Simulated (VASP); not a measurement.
# O (P6_3/mmc) in VASP: single point with PBE

Aim: the single point of O with PBE.

Everything below comes from runs of VASP 6.6.1. Logs are shortened: lines on timing, memory, paths and dates and some standing lists are left out, and cuts for length are marked.

## Step 1: The crystal as given

It takes space group P6_3/mmc (No. 194, hexagonal). The conventional cell has a = 2.458 Å, b = 2.458 Å, c = 7.807 Å, α = 90.00°, β = 90.00°, γ = 120.00°. O (site symmetry 3m) is surrounded by 1 O at 1.22 Å.

## Step 2: Single point, PBE

Input file INCAR:

```
  PREC = Accurate
  ENCUT = 500
  EDIFF = 1E-7
  ISMEAR = 0
  SIGMA = 0.02
  LREAL = F
  LASPH = T
  NELM = 100
  ALGO = Normal
  ISIF = 2
  LWAVE = F
  LCHARG = F
  GGA = PE
```

Input file KPOINTS:

```
Automatic mesh
0
Gamma
  5 5 2
```

Input file POSCAR:

```
O
1.0
    2.4581945932      0.0000000000      0.0000000000
   -1.2290972966      2.1288589651      0.0000000000
    0.0000000000      0.0000000000      7.8073262400
O
4
Direct
    0.3333333333      0.6666666667      0.1718966900
    0.6666666667      0.3333333333      0.8281033100
    0.6666666667      0.3333333333      0.6718966900
    0.3333333333      0.6666666667      0.3281033100
```

Potentials or basis: VASP PAW PBE potentials, release 64 (O_GW).

Run with:

```sh
> cat potpaw_PBE.64/O_GW/POTCAR > POTCAR
> mpirun -np 1 vasp_std > vasp.out
```

OUTCAR:

```text
PREC = Accurate
   ENCUT = 500
   EDIFF = 1E-7
   ISMEAR = 0
   LREAL = F
   LASPH = T
   NELM = 100
   ISIF = 2
   GGA = PE

 ion  position               nearest neighbor table
   1  0.333  0.667  0.172-   4 1.22
   2  0.667  0.333  0.828-   3 1.22
   3  0.667  0.333  0.672-   2 1.22
   4  0.333  0.667  0.328-   1 1.22

  LATTYP: Found a hexagonal cell.
 ALAT       =     2.4581945932
 C/A-ratio  =     3.1760407665

  Lattice vectors:

 A1 = (   2.4581945932,   0.0000000000,   0.0000000000)
 A2 = (  -1.2290972966,   2.1288589651,   0.0000000000)
 A3 = (   0.0000000000,   0.0000000000,   7.8073262400)

Analysis of symmetry for initial positions (statically):
=====================================================================
 Subroutine PRICEL returns:
 Original cell was already a primitive cell.

 Routine SETGRP: Setting up the symmetry group for a
 hexagonal supercell.

 Subroutine GETGRP returns: Found 24 space group operations
 (whereof 12 operations were pure point group operations)
 out of a pool of 24 trial point group operations.

The static configuration has the point symmetry D_3d.
 The point group associated with its full space group is D_6h.

Analysis of symmetry for dynamics (positions and initial velocities):
=====================================================================
 Subroutine PRICEL returns:
 Original cell was already a primitive cell.

 Routine SETGRP: Setting up the symmetry group for a
 hexagonal supercell.

 Subroutine GETGRP returns: Found 24 space group operations
 (whereof 12 operations were pure point group operations)
 out of a pool of 24 trial point group operations.

The dynamic configuration has the point symmetry D_3d.
 The point group associated with its full space group is D_6h.

 Subroutine INISYM returns: Found 24 space group operations
 (whereof 12 operations are pure point group operations),
 and found     1 'primitive' translations

----------------------------------------------------------------------------------------

                                     Primitive cell

  volume of cell :      40.8569

  direct lattice vectors                    reciprocal lattice vectors
     2.458194593  0.000000000  0.000000000     0.406802620  0.234867602  0.000000000
    -1.229097297  2.128858965  0.000000000     0.000000000  0.469735204  0.000000000
     0.000000000  0.000000000  7.807326240     0.000000000  0.000000000  0.128084823

  length of vectors
     2.458194593  2.458194593  7.807326240     0.469735204  0.469735204  0.128084823

  position of ions in fractional coordinates (direct lattice)
     0.333333333  0.666666667  0.171896690
     0.666666667  0.333333333  0.828103310
     0.666666667  0.333333333  0.671896690
     0.333333333  0.666666667  0.328103310

  ion indices of the primitive-cell ions
   primitive index   ion index
                 1           1
                 2           2
                 3           3
                 4           4

----------------------------------------------------------------------------------------

 KPOINTS: Automatic mesh

Automatic generation of k-mesh.
 Grid dimensions read from file:
 generate k-points for:    5    5    2

 Generating k-lattice:

  Cartesian coordinates                     Fractional coordinates (reciprocal lattice)
     0.081360524  0.046973520  0.000000000     0.200000000  0.000000000  0.000000000
     0.000000000  0.093947041  0.000000000     0.000000000  0.200000000  0.000000000
     0.000000000  0.000000000  0.064042412     0.000000000  0.000000000  0.500000000

  Length of vectors
     0.093947041  0.093947041  0.064042412

  Shift w.r.t. Gamma in fractional coordinates (k-lattice)
     0.000000000  0.000000000  0.000000000

 Subroutine IBZKPT returns following result:
 ===========================================

 Found     10 irreducible k-points:

 Following reciprocal coordinates:
            Coordinates               Weight
  0.000000  0.000000  0.000000      1.000000
  0.200000  0.000000  0.000000      6.000000
  0.400000 -0.000000  0.000000      6.000000
  0.200000  0.200000  0.000000      6.000000
  0.400000  0.200000  0.000000      6.000000
  0.000000  0.000000  0.500000      1.000000
  0.200000  0.000000  0.500000      6.000000
  0.400000 -0.000000  0.500000      6.000000
  0.200000  0.200000  0.500000      6.000000
  0.400000  0.200000  0.500000      6.000000
   k-points           NKPTS =     10   k-points in BZ     NKDIM =     10   number of bands    NBANDS=     16
   number of dos      NEDOS =    301   number of ions     NIONS =      4
   total plane-waves  NPLWV =  19440
   dimension x,y,z NGX =    18 NGY =   18 NGZ =   60
   dimension x,y,z NGXF=    36 NGYF=   36 NGZF=  120
   ions per type =               4
   NGX,Y,Z   is equivalent  to a cutoff of  12.17, 12.17, 12.78 a.u.
   NGXF,Y,Z  is equivalent  to a cutoff of  24.35, 24.35, 25.55 a.u.
 SYSTEM =  unknown system
   PREC   = accura    normal or accurate (medium, high low for compatibility)
   ISTART =      0    job   : 0-new  1-cont  2-samecut
   ICHARG =      2    charge: 1-file 2-atom 10-const
   ISPIN  =      1    spin polarized calculation?
   LNONCOLLINEAR =      F non collinear calculations
   LSORBIT =      F    spin-orbit coupling
   LASPH  =      T    aspherical Exc in radial PAW
   ENCUT  =  500.0 eV  36.75 Ry    6.06 a.u.   4.48  4.48 14.23*2*pi/ulx,y,z
   NELM   =    100;   NELMIN=  2; NELMDL= -5     # of ELM steps
   EDIFF  = 0.1E-06   stopping-criterion for ELM
   LREAL  =      F    real-space projection
   EDIFFG = 0.1E-05   stopping-criterion for IOM
   NSW    =      0    number of steps for IOM
   IBRION =     -1    ionic relax: 0-MD 1-quasi-New 2-CG
   NFREE  =      0    steps in history (QN), initial steepest desc. (CG)
   ISIF   =      2    stress and relaxation
   ISYM   =      2    0-nonsym 1-usesym 2-fastsym
   POTIM  = 0.5000    time-step for ionic-motion
   TEBEG  =    0.0;   TEEND  =   0.0 temperature during run
   PSTRESS=    0.0 pullay stress
   NELECT =      24.0000    total number of electrons
   NUPDOWN=      -1.0000    fix difference up-down
   EMIN   =  10.00;   EMAX   =-10.00  energy-range for DOS
   EFERMI =   0.00;   METHOD = LEGACY
   ISMEAR =     0;   SIGMA  =   0.02  broadening in eV -4-tet -1-fermi 0-gaus
   EFERMI_NEDOS =   21; number of points for ismear=-14 and -15
   IALGO  =     38    algorithm
   IMIX   =      4    mixing-type and parameters
     AMIX     =   0.40;   BMIX     =  1.00
     AMIX_MAG =   1.60;   BMIX_MAG =  1.00
  volume/ion in A,a.u.               =      10.21        68.93
  Fermi-wavevector in a.u.,A,eV,Ry     =   1.371061  2.590929 25.576341  1.879808
  Thomas-Fermi vector in A             =   2.496791
   LORBIT       =      0    0 simple, 1 ext, 2 COOP (PROOUT), +10 PAW based schemes
   GGA     = PE    functional components
   LHFCALC =     F    Hartree Fock is set to
   AEXX    =    0.0000 exact exchange contribution
   IVDW    =     0    specifies the selected vdW correction
   LEPSILON=     F    determine dielectric tensor
   LRPA    =     F    only Hartree local field effects (RPA)
 non-spin polarized calculation
 Gauss-broadening in eV      SIGMA  =   0.02
  energy-cutoff  :      500.00
  volume of cell :       40.86
 maximum number of plane-waves:      1067
 NGX is ok and might be reduce to    18
   NGX =  9   NGY =  9   NGZ = 29

 number of electron      24.0000023 magnetization

 Free energy of the ion-electron system (eV)
  ---------------------------------------------------
  ext. energy  EPLUGINS =         0.00000000
  ---------------------------------------------------
  free energy    TOTEN  =       -19.24877319 eV

  energy without entropy =      -19.24753761  energy(sigma->0) =      -19.24815540

 E-fermi :   1.4087     XC(G=0):  -9.9675

 val. band max:        1.4026244091   @ k =   0.2000   0.0000   0.0000
 cond. band min:       1.4638812971   @ k =   0.2000   0.0000   0.5000
 fundamental gap:      0.0612568881
 Fermi energy:         1.4087120880

 k-point     1 :       0.0000    0.0000    0.0000
  band No.  band energies     occupation
      1     -26.4306      2.00000
      2     -26.3914      2.00000
      3     -14.4385      2.00000
      4     -13.8449      2.00000
      5      -7.7534      2.00000
      6      -6.4605      2.00000
[... 8 lines left out ...]
     15       7.4056      0.00000
     16      11.5169      0.00000

 k-point     2 :       0.2000    0.0000    0.0000
  band No.  band energies     occupation
      1     -26.0635      2.00000
      2     -26.0314      2.00000
      3     -13.8994      2.00000
      4     -13.3876      2.00000
      5      -7.5554      2.00000
      6      -6.5510      2.00000
[... 8 lines left out ...]
     15       8.2654      0.00000
     16      11.6150      0.00000

 k-point     3 :       0.4000   -0.0000    0.0000
  band No.  band energies     occupation
      1     -25.4022      2.00000
      2     -25.3871      2.00000
      3     -12.8191      2.00000
      4     -12.5561      2.00000
      5      -8.0205      2.00000
      6      -7.8442      2.00000
[... 8 lines left out ...]
     15      10.0950      0.00000
     16      11.5697      0.00000

 k-point     4 :       0.2000    0.2000    0.0000
  band No.  band energies     occupation
      1     -25.5400      2.00000
      2     -25.5193      2.00000
      3     -13.0682      2.00000
      4     -12.7244      2.00000
      5      -7.5897      2.00000
      6      -7.1824      2.00000
[... 8 lines left out ...]
     15       9.6127      0.00000
     16      11.6663      0.00000

 k-point     5 :       0.4000    0.2000    0.0000
  band No.  band energies     occupation
      1     -25.1857      2.00000
      2     -25.1795      2.00000
      3     -12.4172      2.00000
      4     -12.3087      2.00000
      5      -7.7434      2.00000
      6      -7.6739      2.00000
[... 8 lines left out ...]
     15      10.8859      0.00000
     16      11.4031      0.00000

 k-point     6 :       0.0000    0.0000    0.5000
  band No.  band energies     occupation
      1     -26.4108      2.00000
      2     -26.4108      2.00000
      3     -14.1610      2.00000
      4     -14.1610      2.00000
      5      -7.1065      2.00000
      6      -7.1065      2.00000
[... 8 lines left out ...]
     15       8.8397      0.00000
     16       8.8397      0.00000

 k-point     7 :       0.2000    0.0000    0.5000
  band No.  band energies     occupation
      1     -26.0479      2.00000
      2     -26.0479      2.00000
      3     -13.6590      2.00000
      4     -13.6590      2.00000
      5      -7.0408      2.00000
      6      -7.0408      2.00000
[... 8 lines left out ...]
     15       9.4404      0.00000
     16       9.4404      0.00000

 k-point     8 :       0.4000   -0.0000    0.5000
  band No.  band energies     occupation
      1     -25.3947      2.00000
      2     -25.3947      2.00000
      3     -12.6926      2.00000
      4     -12.6926      2.00000
      5      -7.9156      2.00000
      6      -7.9156      2.00000
[... 8 lines left out ...]
     15      10.6386      0.00000
     16      10.6386      0.00000

 k-point     9 :       0.2000    0.2000    0.5000
  band No.  band energies     occupation
      1     -25.5296      2.00000
      2     -25.5296      2.00000
      3     -12.9039      2.00000
      4     -12.9039      2.00000
      5      -7.3603      2.00000
      6      -7.3603      2.00000
[... 8 lines left out ...]
     15      10.3672      0.00000
     16      10.3672      0.00000

 k-point    10 :       0.4000    0.2000    0.5000
  band No.  band energies     occupation
      1     -25.1821      2.00000
      2     -25.1821      2.00000
      3     -12.3638      2.00000
      4     -12.3638      2.00000
      5      -7.6978      2.00000
      6      -7.6978      2.00000
[... 8 lines left out ...]
     15      11.0534      0.00000
     16      11.0534      0.00000

------------------------ aborting loop because EDIFF is reached ----------------------------------------

  FORCE on cell =-STRESS in cart. coord.  units (eV):
  Direction    XX          YY          ZZ          XY          YZ          ZX
  --------------------------------------------------------------------------------------
  -------------------------------------------------------------------------------------
  Total        1.1368764      1.1368764      0.8169279     -0.0000000      0.0000000      0.0000000
  in kB       44.5818764     44.5818764     32.0353028     -0.0000000      0.0000000      0.0000000
  external PRESSURE =      40.3996852 kB  Pullay stress =       0.0000000 kB

 VOLUME and BASIS-vectors are now :
 -----------------------------------------------------------------------------
  energy-cutoff  :      500.00
  volume of cell :       40.86
      direct lattice vectors                 reciprocal lattice vectors
     2.458194593  0.000000000  0.000000000     0.406802620  0.234867602  0.000000000
    -1.229097297  2.128858965  0.000000000     0.000000000  0.469735204  0.000000000
     0.000000000  0.000000000  7.807326240     0.000000000  0.000000000  0.128084823

 POSITION                                       TOTAL-FORCE (eV/Angst)
 -----------------------------------------------------------------------------------
     -0.00000      1.41924      1.34205        -0.000000     -0.000000     -0.149642
      1.22910      0.70962      6.46527         0.000000      0.000000      0.149642
      1.22910      0.70962      5.24572         0.000000      0.000000     -0.149642
     -0.00000      1.41924      2.56161        -0.000000     -0.000000      0.149642
 -----------------------------------------------------------------------------------
    total drift:                               -0.000000      0.000000     -0.000000

  FREE ENERGIE OF THE ION-ELECTRON SYSTEM (eV)
  ---------------------------------------------------
  free  energy   TOTEN  =       -19.2487731880 eV

  energy  without entropy=      -19.2475376065  energy(sigma->0) =      -19.24815540
```

Run time: 5 s. Hardware: 1 thread of AMD EPYC 9R45 (Zen 5), shared host; peak memory 0.1 GiB.

Results:

```
Free energy            : -19.2488 eV
Pressure               : 4.0 GPa
Largest force          : 0.150 eV/Å
Band gap on the k mesh : none (metal or under the smearing width)
```

Forces on the atoms (eV/Å):
```
O    0.000  0.000 -0.150
O    0.000  0.000  0.150
O    0.000  0.000 -0.150
O    0.000  0.000  0.150
```

Levels at points of the mesh, in eV from the Fermi level:
```
           k point  band 8  band 9  band 10  band 11  band 12  band 13  band 14  band 15  band 16
(0.00, 0.00, 0.00)   -4.99   -4.97    -4.97     1.32     1.32     1.37     1.37     6.00    10.11
(0.00, 0.00, 0.50)   -4.98   -4.98    -4.98     1.34     1.34     1.34     1.34     7.43     7.43
```

Caveat: the k mesh is coarse (spacing up to 0.59 Å⁻¹), so the values aren't converged; the cutoff is under 1.25 times the usual one of these potentials, so pressure, stress and relaxed cells hold a basis-set (Pulay) error; the standard files for N, O and F lose accuracy on very short bonds; spin is off for a triplet molecule.
